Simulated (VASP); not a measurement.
Pd: single point with LDA

The system is Pd, a slab with vacuum.

```
Pd
1.0
     2.75065    0.00000    0.00000
     0.00000    2.75065    0.00000
     0.00000    0.00000   32.56000
Pd
9
Direct
  0.00000 0.00000 0.27020
  0.50000 0.50000 0.32697
  0.00000 0.00000 0.38448
  0.50000 0.50000 0.44213
  0.00000 0.00000 0.50000
  0.50000 0.50000 0.55787
  0.00000 0.00000 0.61552
  0.50000 0.50000 0.67303
  0.00000 0.00000 0.72980
```

The cell was built by a generator and needn't be a form met in nature.

```yaml
Program: VASP 6.6.1
Task: single point
Functional: LDA
Potentials_or_basis: VASP PAW LDA potentials, release 64 (Pd)
Cutoff: 520 eV
k_mesh: 16 × 16 × 1
Occupations: gaussian, width 0.1 eV
Spin: no spin polarisation
Dipole_correction: yes
Further_INCAR_settings: ALGO = Fast; EDIFF = 1e-07; NBANDS = 55
```

```json
{"Largest force": "0.014 eV/Å", "Band gap on the k mesh": "none (metal or under the smearing width)", "Work function of the upper face": "5.50 eV", "Work function of the lower face": "5.50 eV"}
```

Forces in eV/Å, atoms in the order of the input:
```
Pd   0.000  0.000 -0.014
Pd   0.000  0.000 -0.001
Pd   0.000  0.000 -0.001
Pd   0.000  0.000  0.002
Pd   0.000  0.000  0.000
Pd   0.000  0.000 -0.002
Pd   0.000  0.000  0.001
Pd   0.000  0.000  0.001
Pd   0.000  0.000  0.014
```

Levels at points of the mesh, in eV from the Fermi level:
| k point | band 41 | band 42 | band 43 | band 44 | band 45 | band 46 | band 47 | band 48 | band 49 | band 50 |
| --- | --- | --- | --- | --- | --- | --- | --- | --- | --- | --- |
| (0.00, 0.00, 0.00) | -0.68 | -0.42 | -0.40 | -0.40 | -0.20 | -0.04 | -0.01 | 0.02 | 0.02 | 0.19 |
| (0.50, 0.00, 0.00) | -0.21 | -0.18 | -0.08 | -0.01 | 0.05 | 1.10 | 1.31 | 1.62 | 1.85 | 2.01 |
| (0.50, 0.50, 0.00) | 0.20 | 0.20 | 0.20 | 0.55 | 0.55 | 3.45 | 3.45 | 4.48 | 4.48 | 5.81 |

Run time: 23 min on 1 thread of Intel(R) Xeon(R) Platinum 8175M CPU @ 2.50GHz (Skylake/Cascade Lake) (shared host), peak memory 0.5 GiB.
